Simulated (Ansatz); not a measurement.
CdS: sound and stiffness along [100], [110] and [111]

Computed with Ansatz 0.2.0, DFT PBE, scalar-relativistic, plane waves, PAW. Settings: 420 eV plane-wave cutoff, Γ-centred 8×8×8 mesh, fixed occupations. No spin polarisation.

Equilibrium structure at this level:
```cif
data_structure
_symmetry_space_group_name_H-M 'F-43m'
_symmetry_Int_Tables_number 216
_cell_length_a 5.9264
_cell_length_b 5.9264
_cell_length_c 5.9264
_cell_angle_alpha 90.000
_cell_angle_beta 90.000
_cell_angle_gamma 90.000
_cell_volume 208.15
loop_
_atom_site_label
_atom_site_type_symbol
_atom_site_symmetry_multiplicity
_atom_site_Wyckoff_symbol
_atom_site_fract_x
_atom_site_fract_y
_atom_site_fract_z
_atom_site_occupancy
Cd1 Cd 4 a 0.00000 0.00000 0.00000 1
S1 S 4 d 0.25000 0.25000 0.75000 1
```

With ions relaxed, on the cubic axes: C11 = 66.6, C12 = 46.9, C44 = 25.8 GPa. The density is 4.610 g/cm³.

Question: Is the crystal stable against strain, and how anisotropic is it?

Answer: Born's conditions hold: C11 + 2C12 = 160.4, C11 − C12 = 19.7 and C44 = 25.8 GPa are all positive. B = (C11 + 2C12)/3 = 53.5 GPa. The two shear moduli are C44 and C′ = (C11 − C12)/2 = 9.8 GPa, so Zener's ratio is A = C44/C′ = 2.62: the tetragonal shear C′ is the soft one, as in many fcc and bcc metals and zincblende crystals. The Cauchy pressure C12 − C44 is 21.1 GPa; it would vanish for pair forces between atoms on inversion centres at zero pressure, and a positive value is usual with metallic or many-body binding, and where atoms off inversion centres relax under shear, which lowers C44.

Question: Give the sound speeds along the three symmetry directions.

Answer: The Christoffel equation gives ρv² for each branch:
| direction | branch | ρv² | GPa | v (m/s) |
| --- | --- | --- | --- | --- |
| [100] | L | C11 | 66.6 | 3801 |
| [100] | T (×2) | C44 | 25.8 | 2365 |
| [110] | L | (C11 + C12 + 2C44)/2 | 82.5 | 4231 |
| [110] | T, u ∥ [001] | C44 | 25.8 | 2365 |
| [110] | T, u ∥ [1-10] | (C11 − C12)/2 | 9.8 | 1462 |
| [111] | L | (C11 + 2C12 + 4C44)/3 | 87.8 | 4365 |
| [111] | T (×2) | (C11 − C12 + C44)/3 | 15.2 | 1813 |

In a piezoelectric crystal some branches stiffen further, which is left out.

Question: How does Young's modulus depend on direction?

Answer: Inverting gives S11 = 35.919, S12 = -14.842, S44 = 38.790 TPa⁻¹. Along a unit vector (l, m, n), 1/E = S11 − 2(S11 − S12 − S44/2)(l²m² + m²n² + n²l²), where the last bracket is 0, 1/4 and 1/3 for [100], [110] and [111]: E = 28, 49 and 67 GPa. With A > 1 the body diagonal is stiffest. For a film on (001), the biaxial modulus is C11 + C12 − 2C12²/C11 = 47 GPa and the normal strain is −2C12/C11 = -1.41 times the in-plane one.

This zinc-blende form isn't the usual stable structure of the compound.

Cost: 2 runs of about 7.7 core-minutes in all, on Arm Neoverse V2 (shared hosts).